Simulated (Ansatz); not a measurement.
# Effect of biaxial strain −1.01 %, plane normal [001], relaxed out of plane on Ti3SiC2

Consider Ti3SiC2 (space group P6_3/mmc, No. 194; a = 3.0673 Å, c = 17.6756 Å). Axes: x lies along a and z along c of the hexagonal cell.

The change: biaxial strain −1.01 %, plane normal [001], relaxed out of plane (Cartesian); in-plane vectors clamped, the third vector and the atoms free.

Method: r2SCAN (Ansatz, an electronic-structure program, PAW, no SOC). Γ-centred 14×14×3 mesh, Fermi–Dirac width 0.05 eV.

```csv
quantity,base,changed,shift
space group,P6_3/mmc (No. 194),P6_3/mmc (No. 194),–
shortest interatomic distance,2.089 Å,2.079 Å,-0.010 Å
"pressure (mean of the normal stresses, compression positive)",0.0 GPa,2.9 GPa,+2.9 GPa
band gap,zero,zero,–
out-of-plane strain (rough),–,+0.58 %,–
mean in-plane stress (compression positive) (rough),–,+4.3 GPa,–
```

Without a gap, meshes like the base's 14×14×3 leave anisotropic stresses uncertain by several tenths of a GPa, and small strain energies with them. Whether these cells are dynamically stable was not tested. The final runs are not spin-polarised.
